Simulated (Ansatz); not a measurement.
**Boltzmann transport of BN at constant τ**

These are results of DFT PBE+D3(BJ), scalar-relativistic, plane waves, PAW (Ansatz 0.2.0), not measurements. Settings: 420 eV plane-wave cutoff, Γ-centred 12×12×12 mesh, Gaussian smearing of 0.02 eV. No spin polarisation.

Equilibrium structure at this level:
```
CELL_PARAMETERS angstrom
0.00000 3.33648 2.16881
1.25384 0.00000 2.16881
1.25384 3.33648 0.00000
ATOMIC_POSITIONS crystal
B 0.00011 0.00011 0.99989
N 0.66659 0.66659 0.33341
```

Constant relaxation time and rigid bands. The levels are interpolated over the whole zone and filled by a Fermi function at the stated temperature, with the chemical potential set by the electron count. The Kohn–Sham gap on the mesh is 3.66 eV and isn't corrected.

Question: Give the Seebeck coefficient (μV/K; xx, yy, zz) and the conductivity masses (m_e; principal values, sorted) at 300 K against doping (cm⁻³).

Answer:
```csv
doping,S,m*
n 1e18,-458 -462 -462,0.23 0.81 2.75
n 1e19,-263 -268 -268,0.23 0.81 2.76
n 1e20,-97 -103 -103,0.23 0.82 2.92
n 1e21,-12 -28 -29,0.26 0.91 5.04
p 1e18,566 562 565,0.68 0.80 2.22
p 1e19,368 366 368,0.68 0.80 2.22
p 1e20,182 180 182,0.68 0.80 2.25
p 1e21,60 56 60,0.70 0.82 2.46
```

Question: At 10¹⁸ cm⁻³, which carrier is lighter?

Answer: Electrons, 0.50 against 0.94 m_e (harmonic means of the principal values).

This form isn't the usual stable structure of the compound.

Cost: 1 run of about 11 core-minutes, on Intel Xeon Platinum 8259CL (Skylake/Cascade Lake) (shared hosts).